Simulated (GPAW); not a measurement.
AlPt in GPAW: the effect of Hubbard term

The system is AlPt.

```
Pt Al
1.0
     4.87893    0.00000    0.00000
     0.00000    4.87893    0.00000
     0.00000    0.00000    4.87893
Pt Al
4 4
Direct
  0.84494 0.65506 0.34494
  0.65506 0.34494 0.84494
  0.34494 0.84494 0.65506
  0.15506 0.15506 0.15506
  0.15597 0.34403 0.65597
  0.34403 0.65597 0.15597
  0.65597 0.15597 0.34403
  0.84403 0.84403 0.84403
```

The cell is a database's computed one.

Alike in all runs:

- Program: GPAW 26.7.0
- Task: single point
- Functional: PBEsol
- Potentials or basis: PAW data sets generated in the run's folder for this functional
- Cutoff: 600 eV
- Basis: pw
- k mesh: 5 × 5 × 5
- Occupations: fermi-dirac, width 0.05 eV
- Spin: no spin polarisation
- Maxiter: 150

| Hubbard term | pressure (GPa) |
| --- | --- |
| none | ? |
| Pt d U = 2 eV | -2.4 |
| Pt d U = 3 eV | -3.2 |
| Pt d U = 4 eV | -4.0 |
| Pt d U = 5 eV | -4.8 |
| Pt d U = 6 eV | -5.6 |
| Pt d U = 8 eV | -6.8 |

What does the run with Hubbard term none give?

Pressure -0.6 GPa.

Worked out: A parabola through the other rows of the pressure, of slope -0.981 GPa per eV there, extrapolates to -0.5 GPa, against the run's -0.6.

Caveats: U without spin polarisation on a metal has little footing (some runs); the U is typed as a test and isn't derived for this compound (some runs).

Runs at the PBE level aren't shown here.
